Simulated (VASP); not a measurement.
GaAs:

```
CELL_PARAMETERS angstrom
0.00000 2.82685 2.82685
2.82685 0.00000 2.82685
2.82685 2.82685 0.00000
ATOMIC_POSITIONS crystal
Ga 0.00000 0.00000 0.00000
As 0.25000 0.25000 0.25000
```

| Quantity | Value |
| --- | --- |
| Program | VASP 6.6.1 |
| Task | relaxation of cell and atoms |
| Functional | RPBE |
| Potentials or basis | VASP PAW PBE potentials, release 64 (Ga_d, As) |
| Cutoff | 600 eV |
| k mesh | 10 × 10 × 10 |
| Occupations | gaussian, width 0.03 eV |
| Spin | no spin polarisation |

At the start: pressure 5.4 GPa; volume 22.59 Å³/atom.

**Question.** How do energy, volume and symmetry change on relaxing?

**Answer.** Over 3 steps the energy falls by 29.6 meV/atom and the volume is 24.50 Å³/atom (+8.5 %); space group F-43m (No. 216, to 0.05 Å).

The path:
| step | energy change (eV) | largest force (eV/Å) | pressure (GPa) | volume (Å³) |
| --- | --- | --- | --- | --- |
| 1 | 0.0000 | 0.0000 | 5.40 | 45.18 |
| 2 | -0.0533 | 0.0000 | -1.23 | 50.34 |
| 3 | -0.0592 | 0.0000 | -0.04 | 49.00 |

Final structure:
```
CELL_PARAMETERS angstrom
0.00000 2.90446 2.90446
2.90446 0.00000 2.90446
2.90446 2.90446 0.00000
ATOMIC_POSITIONS crystal
Ga 0.00000 0.00000 0.00000
As 0.25000 0.25000 0.25000
```

Caveat: the PAW data sets were made with another functional, which shifts forces and pressure a little.
